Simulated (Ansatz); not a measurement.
Layered crystal of ZrS2, relaxed:

```
Zr S
1.0
     3.63502    0.00000    0.00000
    -1.81751    3.14802    0.00000
     0.00000    0.00000    5.72275
Zr S
1 2
Cartesian
  0.0000 0.0000 0.0000
  0.0000 2.0987 1.4607
  1.8175 1.0493 4.2620
```

All numbers below come from DFT PBE+D3(BJ), scalar-relativistic, plane waves, PAW (Ansatz 0.2.0). Cutoff 420 eV; k points 12×12×6 on the computed 3-atom cell (Γ-centred); Gaussian smearing, width 0.02 eV; no spin polarisation.

(1) What does it cost to take out one layer and relax it free-standing?

Gaps are read on the k meshes alone.

Answers

(1) 25.7 meV/Å² (98 meV/atom). The layer's area changes by +0.7 %. The layer is isolated along c and computed on a 12×12×1 mesh.